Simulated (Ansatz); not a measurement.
# CoSi2 (Fm-3m) in Ansatz: single point with PBE

Aim: the single point of CoSi2 with PBE.

Program: Ansatz 0.2.0. These are calculated values, not measurements. Logs are shortened: lines on timing, memory, paths and dates and some standing lists are left out, and cuts for length are marked.

## 1. Starting point

Symmetry: Fm-3m, No. 225, cubic system. Conventional cell: a = 5.356 Å, b = 5.356 Å, c = 5.356 Å, α = 90.00°, β = 90.00°, γ = 90.00°. Co (site symmetry m-3m) is surrounded by 8 Si at 2.32 Å. Si (site symmetry -43m) is surrounded by 4 Co at 2.32 Å.

## 2. Single point, PBE, collinear spin, ferromagnetic start

Contents of input.yaml:

```yaml
crystal:
  lattice:
    - [0.0, 2.678, 2.678]
    - [2.678, 0.0, 2.678]
    - [2.678, 2.678, 0.0]
  atoms:
    - { symbol: Co, position: [0.0, 0.0, 0.0], spin: 2.0 }
    - { symbol: Si, position: [0.75, 0.75, 0.75] }
    - { symbol: Si, position: [0.25, 0.25, 0.25] }
hamiltonian:
  xc: pbe
  pseudopotentials: { kind: paw }
magnetization:
  spin_polarized: true
kpoints:
  mp_grid: { grid: [9, 9, 9] }
scf:
  occupations: { method: gaussian, width: 0.011 }
output:
  forces: true
  stress: true
  eigenvalues: true
  write_density: true
  write_potential: true
  elf: true
  volumetric_format: npy
```

Potentials or basis: Ansatz PAW.

On the command line:

```sh
> ansatz run input.yaml --threads 2 --pin off --max-ram 5632MiB --backend cpu --events-out ev --progress --plain --runs-dir out
```

Output:

```text
Warning: RAYON_NUM_THREADS=2 ignored (pool sized by the plan → 2); use --threads N
Engine: ansatz 0.2.0, x86_64-unknown-linux-gnu
Pseudopotentials: kind: paw
Pseudopotential: Co, paw, valence charge 17, recommended cutoff 420 eV (normal), Co.paw.azcp
Pseudopotential: Si, paw, valence charge 4, recommended cutoff 420 eV (normal), Si.paw.azcp
Functional definition: PBE
  parameter kappa = 0.804
  parameter beta = 0.06672455060314922
  exchange = pbe_x(kappa = kappa, mu = beta*pi^2/3)
  correlation = pbe_c(beta = beta)
Crystal: 3 atoms, lattice volume = 38.412 Å³
Basis set: ecut = 420 eV, 749 PW (Γ), exchange–correlation on 54×54×54 points (8 copies of the dense FFT grid, shifted against one another)
Bands: 18, of which v1, the nominal top of the filled ones, is band 13 counted from 1 (12 counted from 0)
Symmetry: 48 space group operations
Space group: Fm-3m (ITA 225), of the structure as read, at distance tolerance 3.4e-5 Å
Magnetic group: BNS 225.116 (UNI 1618), of the structure as read, at distance tolerance 3.4e-5 Å
k-points: 35 of 729
Non-local potential: Co, projectors of the file, l = 0: 3, l = 1: 2, l = 2: 3, l = 3: 1
Non-local potential: Si, projectors of the file, l = 0: 2, l = 1: 2, l = 2: 2
PAW form: soft (Blöchl's): semilocal exchange-correlation on the pseudo side does not see the compensation charge
PAW one-centre angular grid: Co, 590 points (default); XC on 64 Gauss nodes
PAW one-centre angular grid: Si, 110 points (default); XC on 64 Gauss nodes
Initial density: superposition of atomic densities (chi_scale 0.1, normalization cell)
Starting moments: Σ|m| = 2 μB on 1 of 3 sites
Initial wavefunctions: pseudopotential atomic-orbital guess
Functional: x = pbe(κ = 0.804, μ = 0.2195149727645171), c = pbe(β = 0.06672455060314922)
SCF iter   1: F=—  HF=-6398.159078 eV  |F-HF|=—  |Δ(HF+E_count)|=         —  Δρ=1.49e-1 (↑1.49e-1 ↓9.00e-2)  dr2=1.48e0  dr2_m=4.76e0  M=0.376 μB ∫|m|=0.455 μB  β_m=0.30  ethr=3.10e-3  ⟨swp⟩=6.1  Hψ=6407  notcnv=0
Mixer restart at iter 1: flushing history
preconditioner: auto → none  [insulator: Δε(μ)=0.018 eV  Ē_g=8.776 eV  σ=0.011 eV  W_gap=0.71  n_scr=14 (ndim 8)  ℏωp=24.7 eV  f_vac=0.000  D(μ)=2.98/eV (n_scr^D=26)  ε∞_Penn≈8.9]
SCF iter   2: F=—  HF=-6397.442684 eV  |F-HF|=—  |Δ(HF+E_count)|=   7.16e-1  Δρ=1.20e-1 (↑7.57e-2 ↓1.20e-1)  dr2=1.35e0  dr2_m=3.29e0  M=0.144 μB ∫|m|=0.260 μB  β_m=0.61  ethr=3.10e-3  ⟨swp⟩=2.4  Hψ=2702  notcnv=0  defer=93
preconditioner: auto → Kerker (q_TF=auto, 2.540 Å⁻¹)  [metal: Δε(μ)=0.011 eV  Ē_g=8.738 eV  σ=0.011 eV  W_gap=0.47  n_scr=14 (ndim 8)  ℏωp=24.7 eV  f_vac=0.000  D(μ)=3.35/eV (n_scr^D=50)]
spin=Collinear: Kerker preconditioning applied to the charge; magnetization (m = ρ↑ − ρ↓) channel mixes plain (no charge-response kernel on spin).
SCF iter   3: F=—  HF=-6399.015530 eV  |F-HF|=—  |Δ(HF+E_count)|=    1.57e0  Δρ=4.92e-2 (↑4.92e-2 ↓4.80e-2)  dr2=3.98e-1  dr2_m=7.71e-1  M=0.081 μB ∫|m|=0.137 μB  β_m=0.80  ethr=3.10e-3  ⟨swp⟩=3.1  Hψ=2438  notcnv=0  defer=96
SCF iter   4: F=—  HF=-6399.210892 eV  |F-HF|=—  |Δ(HF+E_count)|=   1.95e-1  Δρ=1.50e-2 (↑1.50e-2 ↓1.32e-2)  dr2=3.15e-1  dr2_m=5.22e-4  M=-0.010 μB ∫|m|=0.010 μB  β_m=0.77  ethr=1.59e-3  ⟨swp⟩=2.8  Hψ=2763  notcnv=0  defer=92
SCF iter   5: F=—  HF=-6399.163413 eV  |F-HF|=—  |Δ(HF+E_count)|=   4.75e-2  Δρ=1.14e-2 (↑1.14e-2 ↓8.58e-3)  dr2=7.97e-2  dr2_m=7.90e-4  M=0.010 μB ∫|m|=0.011 μB  β_m=0.89  ethr=1.26e-3  ⟨swp⟩=2.1  Hψ=1931  notcnv=0  defer=92
SCF iter   6: F=—  HF=-6399.169371 eV  |F-HF|=—  |Δ(HF+E_count)|=   5.96e-3  Δρ=7.31e-3 (↑4.65e-3 ↓7.31e-3)  dr2=3.41e-2  dr2_m=8.30e-4  M=-0.011 μB ∫|m|=0.012 μB  β_m=0.94  ethr=3.19e-4  ⟨swp⟩=2.0  Hψ=2075  notcnv=0  defer=97
SCF iter   7: F=—  HF=-6399.169803 eV  |F-HF|=—  |Δ(HF+E_count)|=   4.32e-4  Δρ=1.74e-3 (↑7.18e-4 ↓1.74e-3)  dr2=4.70e-4  dr2_m=4.90e-4  M=-0.011 μB ∫|m|=0.011 μB  β_m=0.97  ethr=1.36e-4  ⟨swp⟩=2.0  Hψ=1846  notcnv=0  defer=98
SCF iter   8: F=—  HF=-6399.169952 eV  |F-HF|=—  |Δ(HF+E_count)|=   1.49e-4  Δρ=8.10e-4 (↑8.10e-4 ↓4.79e-4)  dr2=4.88e-4  dr2_m=1.08e-5  M=-0.005 μB ∫|m|=0.005 μB  β_m=0.99  ethr=1.88e-6  ⟨swp⟩=2.0  Hψ=2410  notcnv=0  defer=98
SCF iter   9: F=—  HF=-6399.169956 eV  |F-HF|=—  |Δ(HF+E_count)|=   3.88e-6  Δρ=1.37e-4 (↑1.37e-4 ↓4.45e-5)  dr2=1.16e-5  dr2_m=9.80e-7  M=-0.001 μB ∫|m|=0.001 μB  β_m=0.99  ethr=1.88e-6  ⟨swp⟩=2.0  Hψ=1762  notcnv=0  defer=98
SCF iter  10: F=—  HF=-6399.169954 eV  |F-HF|=—  |Δ(HF+E_count)|=   1.70e-6  Δρ=1.74e-5 (↑1.74e-5 ↓1.08e-5)  dr2=7.14e-8  dr2_m=5.93e-8  M=-0.000 μB ∫|m|=0.000 μB  β_m=1.00  ethr=4.64e-8  ⟨swp⟩=2.3  Hψ=1685  notcnv=0  defer=98
SCF iter  11: F=—  HF=-6399.169954 eV  |F-HF|=—  |Δ(HF+E_count)|=   2.54e-8  Δρ=5.86e-6 (↑1.83e-6 ↓5.86e-6)  dr2=9.86e-9  dr2_m=3.56e-9  M=-0.000 μB ∫|m|=0.000 μB  β_m=0.97  ethr=2.86e-10  ⟨swp⟩=2.2  Hψ=1957  notcnv=0  defer=98
SCF iter  12: F=—  HF=-6399.169954 eV  |F-HF|=—  |Δ(HF+E_count)|=  8.65e-10  Δρ=7.28e-7 (↑7.28e-7 ↓2.78e-7)  dr2=1.31e-10  dr2_m=8.03e-11  M=-0.000 μB ∫|m|=0.000 μB  β_m=0.98  ethr=3.95e-11  ⟨swp⟩=2.2  Hψ=1811  notcnv=0  defer=98
SCF iter  13: F=-6399.169954 eV  HF=-6399.169954 eV  |F-HF|=3.93e-10  |Δ(HF+E_count)|=  1.66e-10  Δρ=6.87e-7 (↑6.87e-7 ↓4.95e-7)  dr2=4.41e-10  dr2_m=3.77e-12  M=-0.000 μB ∫|m|=0.000 μB  ethr=1.00e-12  ⟨swp⟩=9.4  Hψ=6789  notcnv=0
SCF 1 converged in 13 iterations: F = -6399.169954 eV  dr2 = 4.41e-10
WARN: the starting moments were not kept: the SCF closed with an absolute magnetisation of 6.0e-6 μB, where they sum to 2 μB in size (1 site). That is at most 0.1 of that sum. Measured as dr2_m measures the in/out step, that magnetisation stands 5.0e-11 eV from none, at or under the dr2_threshold of 1.0e-7 eV: it is no larger than a step whose dr2_m would equal this threshold. The system may hold no moment; this SCF shows only that its start led to no more than that. To try another start: raise the starting moments (crystal.atoms[].spin, magnetization.per_species, magnetization.initial_magnetization, or on a non-collinear deck that types none of these the spinor_matrix: blocks that start its atoms; where the total moment is fixed, keep their sum and leave initial_magnetization as it is; typed ones take the place of any that the run laid by itself, positive ones on a crystal's lanthanoids without a Hubbard term where scf.initial_density.shell_occupations: [] is typed) or, if the notice of its spin-set hold's release reads "site moments contracting" or "site moments show no strong build", lengthen the hold (scf.mixing.spin_hold: { on: { confirm: 4 } }; for m-r²SCAN on two components see the key's manual first). Each may lead to a state that holds a moment. A second SCF, from the converged charge density, with the starting moments and any scf.initial_density.shell_occupations laid on it anew, would have followed, and was not run: the deck does not ask for one (magnetization.retry_lost_moments is false, the default). To let it run, set magnetization.retry_lost_moments: true and run the deck again, where that key's refused combinations let it; where memory then withholds it, that run's warning says so.
SCF converged after 13 iterations
Magnetization: -0.0000 μB (12.5000 up, 12.5000 down)
Absolute magnetization: 0.0000 μB (∫|ρ↑−ρ↓|, with the PAW one-centre terms)
Spin contamination: 0.0000 ħ² per cell (⟨S²⟩ above its minimum at these occupations)
Per-site moments (μB) at R_I (Å): [(-4.461361141618239e-6, 0.9566766129255746), (-2.5838979443861687e-7, 0.9566766129255746), (-2.583897946769602e-7, 0.9566766129255748)]
Free energy (F): -6399.169954 eV
Harris-Foulkes:  -6399.169954 eV  (|F-HF|=3.93e-10)
Internal energy: -6399.169799 eV  (E = F + TS)
E sigma→0 (E₀):  -6399.169877 eV
Entropy (-TS):   -0.000155 eV (-0.052 meV/atom)
Fermi energy:    12.848068 eV
--- Per-component energies (eV) ---
  E_band       = -283.977276
  E_kinetic    = 547.572407
  E_local      = -4096.403502  (includes V_loc(G=0)·N_el)
  E_nonlocal   = 501.311931
  E_hartree    = 1782.437062
  E_xc         = -274.113047
  E_vxc        = -305.270624  (∫ρ·V_xc dr)
  E_paw        = -2541.488366  (= ΣΔE_a)
  E_vpaw       = -496.060001  (= ΣTr[D̂ρ^β])
  E_aug_tail   = 0.000153  (compensation charges beyond the density's cutoff)
  E_ewald      = -2318.486437
  E_smearing   = -0.000155  (= −TS)
  E_closure    = 0.000000  (closes the sum)
  Σ components = -6399.169954   (vs F -6399.169954, Δ=0.00e0)
--- Forces (eV/Å), atoms counted from 1 ---
  atom   1  Co    -0.00000000     0.00000000    -0.00000000
  atom   2  Si    -0.00000000     0.00000000    -0.00000000
  atom   3  Si    -0.00000000    -0.00000000     0.00000000
  max |Σ_I F_I| component: 4.63e-17 eV/Å
--- Stress (GPa, compression-positive) ---
        0.499875       0.000000       0.000000
       -0.000000       0.499875      -0.000000
       -0.000000       0.000000       0.499875
  P = ⅓ Tr σ = 0.4999 GPa (4.999 kbar)
--- Band table (eV; the first three rows and the last of 70) ---
  k-point 0 ↑: bands = ["-81.8552", "-45.1709", "-45.1709", "-45.1709", "-0.2555", "8.8044", "8.8044", "8.8044", "10.9887", "10.9887", "13.6396", "16.3096", "16.3096", "16.3096", "16.3251", "16.3251", "16.3251", "18.5434"]
  k-point 1 ↑: bands = ["-81.8551", "-45.1712", "-45.1709", "-45.1709", "-0.0679", "8.3471", "8.8705", "8.8705", "10.9345", "10.9345", "13.6602", "14.6214", "15.3233", "15.3233", "17.2766", "17.2766", "18.1289", "18.1289"]
  k-point 2 ↑: bands = ["-81.8552", "-45.1719", "-45.1710", "-45.1710", "0.4883", "7.2056", "9.0379", "9.0379", "10.8495", "10.8495", "12.3519", "14.3321", "14.3321", "14.9888", "16.9409", "16.9409", "17.6142", "19.1444"]
  k-point 34 ↓: bands = ["-81.8551", "-45.1727", "-45.1724", "-45.1717", "4.2083", "5.0177", "7.0329", "7.1754", "10.3878", "10.6467", "11.0524", "11.4912", "12.2230", "16.1069", "16.7763", "18.4970", "20.1632", "21.9351"]
```

It took 2.2 s on 2 threads of Intel Xeon Platinum 8488C (Sapphire Rapids), shared host; peak memory 0.41 GiB.

Results:

- Free energy: -6399.1700 eV
- Pressure: 0.5 GPa
- Band gap on the k mesh: none (metal or under the smearing width)
- Net moment: 0.00 μB per cell
- Absolute moment: 0.00 μB per cell

Levels at points of the mesh, in eV from the Fermi level:
Spin up:
```tsv
k point	band 9	band 10	band 11	band 12	band 13	band 14	band 15	band 16	band 17	band 18
(0.00, 0.00, 0.00)	-1.86	-1.86	0.79	3.46	3.46	3.46	3.48	3.48	3.48	5.70
```
Spin down:
| k point | band 9 | band 10 | band 11 | band 12 | band 13 | band 14 | band 15 | band 16 | band 17 | band 18 |
| --- | --- | --- | --- | --- | --- | --- | --- | --- | --- | --- |
| (0.00, 0.00, 0.00) | -1.86 | -1.86 | 0.79 | 3.46 | 3.46 | 3.46 | 3.48 | 3.48 | 3.48 | 5.70 |

Caveat: the starting moments collapsed, and a magnetic state may lie lower; the starting moments weren't kept.
